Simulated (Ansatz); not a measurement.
# PtSe2 (Sudovikovite) (P-3m1) in Ansatz: notebook, part 3 of 3

Ansatz 0.2.0. The steps go on from the part before.

## Step 13: Band structure, PBE

input.yaml reads:

```yaml
crystal:
  lattice:
    - [3.724, 0.0, 0.0]
    - [-1.862, 3.2250786037, 0.0]
    - [0.0, 0.0, 5.062]
  atoms:
    - { symbol: Pt, position: [0.0, 0.0, 0.0] }
    - { symbol: Se, position: [0.6666666667, 0.3333333333, 0.75] }
    - { symbol: Se, position: [0.3333333333, 0.6666666667, 0.25] }
hamiltonian:
  xc: pbe
  pseudopotentials: { kind: nc, accuracy: standard }
kpoints:
  mp_grid: { grid: [8, 8, 5] }
  band_path:
    path:
      - [[0.0, 0.0, 0.0], [0.5, 0.0, 0.0], [0.3333333333, 0.3333333333, 0.0], [0.0, 0.0, 0.0], [0.0, 0.0, 0.5], [0.5, 0.0, 0.5], [0.3333333333, 0.3333333333, 0.5], [0.0, 0.0, 0.5]]
      - [[0.5, 0.0, 0.5], [0.5, 0.0, 0.0]]
      - [[0.3333333333, 0.3333333333, 0.0], [0.3333333333, 0.3333333333, 0.5]]
    npoints: 14
scf:
  occupations: { method: fermi_dirac, width: 0.05 }
  n_extra_bands: 7
output:
  forces: true
  stress: true
  eigenvalues: true
  fatbands: false
  write_density: true
  write_potential: true
  elf: true
  volumetric_format: npy
```

Potentials or basis: PseudoDojo standard (PBE files).

On the command line:

```
$ ansatz run input.yaml --threads 2 --pin off --max-ram 5120MiB --backend cpu --events-out ev --progress --plain --runs-dir out
```

The program printed:

```text
Warning: RAYON_NUM_THREADS=2 ignored (pool sized by the plan → 2); use --threads N
scf.n_extra_bands = 7 over 25 filled bands (N_el = 50.0): the run solves 32 bands
Engine: ansatz 0.2.0, aarch64-unknown-linux-gnu
Pseudopotentials: kind: nc
Pseudopotential: Pt, nc, valence charge 18, recommended cutoff 1142.878222 eV (normal), Pt.nc.azcp (PseudoDojo's, or run here from an input of PseudoDojo's; its table is named by hamiltonian.pseudopotentials.accuracy)
Pseudopotential: Se, nc, valence charge 16, recommended cutoff 1170.089609 eV (normal), Se.nc.azcp (PseudoDojo's, or run here from an input of PseudoDojo's; its table is named by hamiltonian.pseudopotentials.accuracy)
Functional definition: PBE
  parameter kappa = 0.804
  parameter beta = 0.06672455060314922
  exchange = pbe_x(kappa = kappa, mu = beta*pi^2/3)
  correlation = pbe_c(beta = beta)
Crystal: 3 atoms, lattice volume = 60.796 Å³
Basis set: ecut = 1170.089609 eV, 5555 PW (Γ), exchange–correlation on 90×90×120 points (8 copies of the dense FFT grid, shifted against one another)
Bands: 32, of which v1, the nominal top of the filled ones, is band 25 counted from 1 (24 counted from 0)
Symmetry: 12 space group operations
Space group: P-3m1 (ITA 164), of the structure as read, at distance tolerance 3.9e-5 Å
k-points: 40 of 320
[... 21 lines left out ...]
Entropy (-TS):   -0.005462 eV (-1.821 meV/atom)
Fermi energy:    13.852835 eV
--- Per-component energies (eV) ---
  E_band       = -935.545721
  E_kinetic    = 5285.112586
  E_local      = -7524.046332  (includes V_loc(G=0)·N_el)
  E_nonlocal   = -2674.309141
  E_hartree    = 2684.094563
  E_xc         = -1965.587442
  E_vxc        = -1390.491730  (∫ρ·V_xc dr)
  E_ewald      = -5957.935364
  E_smearing   = -0.005462  (= −TS)
  E_closure    = -0.000000  (closes the sum)
  Σ components = -10152.676591   (vs F -10152.676591, Δ=0.00e0)
--- Forces (eV/Å), atoms counted from 1 ---
  atom   1  Pt     0.00000000     0.00000000     0.00000000
  atom   2  Se     0.00000000    -0.00000000    -0.58837783
  atom   3  Se    -0.00000000     0.00000000     0.58837783
  max |Σ_I F_I| component: 1.11e-16 eV/Å
--- Stress (GPa, compression-positive) ---
        7.892960       0.000000      -0.000000
       -0.000000       7.892960       0.000000
       -0.000000       0.000000       5.934265
  P = ⅓ Tr σ = 7.2401 GPa (72.401 kbar)
--- Band table (eV; the first three rows and the last of 40) ---
  k-point 0: bands = ["-85.8767", "-40.0510", "-40.0510", "-39.9602", "-34.8115", "-34.8115", "-34.8094", "-34.8094", "-34.7866", "-34.7866", "-34.7815", "-34.7815", "-34.7753", "-34.7751", "-1.9169", "0.9069", "6.6080", "7.3138", "7.3138", "9.7793", "9.7793", "11.2193", "12.7291", "12.7291", "14.2116", "15.2618", "15.2618", "17.4168", "18.0086", "21.1083", "21.1083", "25.6569"]
  k-point 1: bands = ["-85.8767", "-40.0510", "-40.0510", "-39.9602", "-34.8115", "-34.8115", "-34.8094", "-34.8094", "-34.7863", "-34.7863", "-34.7819", "-34.7819", "-34.7754", "-34.7750", "-1.7712", "0.5602", "7.1270", "7.3318", "7.3318", "9.7679", "9.7679", "11.1829", "12.5632", "12.5632", "13.3653", "15.5506", "15.5506", "17.7268", "18.8481", "20.9672", "20.9672", "24.5800"]
  k-point 2: bands = ["-85.8767", "-40.0510", "-40.0510", "-39.9602", "-34.8114", "-34.8114", "-34.8094", "-34.8094", "-34.7854", "-34.7854", "-34.7827", "-34.7827", "-34.7755", "-34.7749", "-1.4312", "-0.0590", "7.3615", "7.3615", "8.1325", "9.7511", "9.7511", "10.9569", "12.2492", "12.3315", "12.3315", "16.0229", "16.0229", "18.4434", "19.9591", "20.6503", "20.6503", "23.1240"]
  k-point 39: bands = ["-85.8765", "-40.0592", "-40.0567", "-39.9595", "-34.8110", "-34.8107", "-34.8103", "-34.8094", "-34.7856", "-34.7841", "-34.7836", "-34.7833", "-34.7748", "-34.7748", "0.0372", "0.1685", "6.8708", "7.4011", "7.9697", "8.9601", "9.3063", "10.0169", "10.1741", "11.2427", "11.5037", "15.2881", "15.7926", "19.6490", "20.7116", "21.5425", "21.9477", "23.3507"]
```

rho_z.tsv:

```text
# z_ang	rho[e/angstrom^3]
# format = ansatz-planar-average/11
# lattice	3.724000000	0.000000000	0.000000000
# lattice	-1.862000000	3.225078604	0.000000000
# lattice	0.000000000	0.000000000	5.062000000
# sites	3
# site	78	0.000000000	0.000000000	0.000000000
# site	34	1.862000000	1.075026201	3.796500000
# site	34	0.000000000	2.150052402	1.265500000
0.000000	1.302940e0
0.084367	1.300037e0
0.168733	1.287639e0
0.253100	1.251433e0
0.337467	1.171333e0
0.421833	1.043739e0
[... 52 lines left out ...]
4.893267	1.287639e0
4.977633	1.300037e0
```

Run time: 18 s. Hardware: 2 threads of Arm Neoverse V1, shared host; peak memory 0.87 GiB.

What came out:

- Free energy: -10152.6766 eV
- Pressure: 7.2 GPa
- Largest force: 0.588 eV/Å
- Band gap on the k mesh: none (metal or under the smearing width)

Forces on the atoms (eV/Å):
```
Pt   0.000  0.000  0.000
Se   0.000  0.000 -0.588
Se   0.000  0.000  0.588
```

Levels at the corners of the path, in eV from the Fermi level:
```csv
point,band 22,band 23,band 24,band 25,band 26,band 27,band 28,band 29
Γ,-2.63,-1.12,-1.12,0.36,1.41,1.41,3.56,4.16
M,-3.60,-3.56,-3.48,-3.03,0.62,2.30,4.75,5.79
K,-3.83,-2.74,-1.89,-1.89,-0.03,-0.03,4.02,7.58
Γ,-2.63,-1.12,-1.12,0.36,1.41,1.41,3.56,4.16
A,-3.00,-1.76,-1.56,-1.56,2.25,2.25,4.76,6.29
L,-3.57,-3.28,-2.90,-1.43,0.94,1.48,4.52,4.74
H,-4.24,-3.73,-2.56,-2.56,1.96,1.96,6.49,7.25
A,-3.00,-1.76,-1.56,-1.56,2.25,2.25,4.76,6.29
L,-3.57,-3.28,-2.90,-1.43,0.94,1.48,4.52,4.74
M,-3.60,-3.56,-3.48,-3.03,0.62,2.30,4.75,5.79
K,-3.83,-2.74,-1.89,-1.89,-0.03,-0.03,4.02,7.58
H,-4.24,-3.73,-2.56,-2.56,1.96,1.96,6.49,7.25
```

Caveat: spin-orbit coupling is left out, which moves the levels of the heavy elements.

## Step 14: The runs side by side

```tsv
task	level	potentials or basis	U	cutoff (eV)	points for each segment of the path	hubbard projectors	double counting	gap on the mesh (eV)	pressure (GPa)	largest force (eV/Å)
band structure	LDA+U	Ansatz PAW	Pt d U = 8 eV	420	14	ortho-atomic (the default)	fll (the default)	none	0.4	0.42
band structure	PBE+U	Ansatz PAW	Pt d U = 6 eV	420	14	ortho-atomic (the default)	fll (the default)	none	7.8	0.76
band structure	RPBE	Ansatz PAW	-	420	14	-	-	none	9.8	0.64
equation of state	BLYP+D3(BJ)	Ansatz PAW	-	420	-	-	-	-	-	-
band structure	PBE	PseudoDojo standard (PBE files)	-	1170	14	-	-	none	7.2	0.59
```

Alike in all rows: no spin polarisation; cell as given; k mesh 8 × 8 × 5; smearing fermi-dirac 0.05 eV.

Caveats: spin-orbit coupling is left out, which moves the levels of the heavy elements (some runs); U without spin polarisation on a metal has little footing (some runs); the PAW data sets come from PBE, with cores solved anew for the run's functional, which leaves a small shift of forces and pressure (some runs); the potentials were made for another functional, which shifts forces and pressure (some runs).

Total energies depend on the potentials used, so only differences within one code and one set of settings carry meaning.
